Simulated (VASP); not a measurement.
**VASP inputs for C (strained diamond)**

INCAR

```
PREC = Accurate
LCHARG = .FALSE.
LASPH = .TRUE.
NBANDS = 11
ENCUT = 520
ISMEAR = -1
NSW = 0
LREAL = .FALSE.
SIGMA = 0.02
GGA = PE
LWAVE = .FALSE.
NELM = 120
IBRION = -1
EDIFF = 1E-7
ISIF = 2
```

KPOINTS

```
KPOINTS created by Atomic Simulation Environment
0
Gamma
12 12 12
0 0 0
```

KPOINTS_OPT

```
special points
7
Reciprocal
0.0000000000 0.0000000000 0.0000000000 1
0.5000000000 0.0000000000 0.5000000000 1
0.6250000000 0.2500000000 0.6250000000 1
0.3750000000 0.3750000000 0.7500000000 1
0.5000000000 0.5000000000 0.5000000000 1
0.5000000000 0.2500000000 0.7500000000 1
0.0000000000 0.3671880000 0.3671870000 1
```

POSCAR

```
C
 1.0000000000000000
     0.0000000000000000    1.7445216596999999    1.7880464072000000
     1.7445216596999999    0.0000000000000000    1.7880464072000000
     1.7445216596999999    1.7445216596999999    0.0000000000000000
 C
   2
Cartesian
  0.0000000000000000  0.0000000000000000  0.0000000000000000
  0.8722608298499999  0.8722608298499999  0.8940232036000000
```

VASP ran with the recommended PBE PAW datasets (8 valence electrons in the cell).

Question: Predict the results.

Answer: gap between bands v and c 3.89 eV; least direct gap 5.48 eV; pressure 22.3 GPa.

Band v is the last that the valence electrons fill when counted band by band, and c is the next. Levels in eV from the top of v:

| point | v−1 | v | c | c+1 |
| --- | --- | --- | --- | --- |
| Γ | 0.00 | 0.00 | 5.48 | 5.48 |
| X | -6.80 | -6.80 | 4.52 | 4.52 |
| K | -9.87 | -5.45 | 6.05 | 11.40 |
| L | -3.27 | -2.81 | 8.18 | 8.61 |
| W | -8.81 | -8.81 | 10.83 | 10.83 |
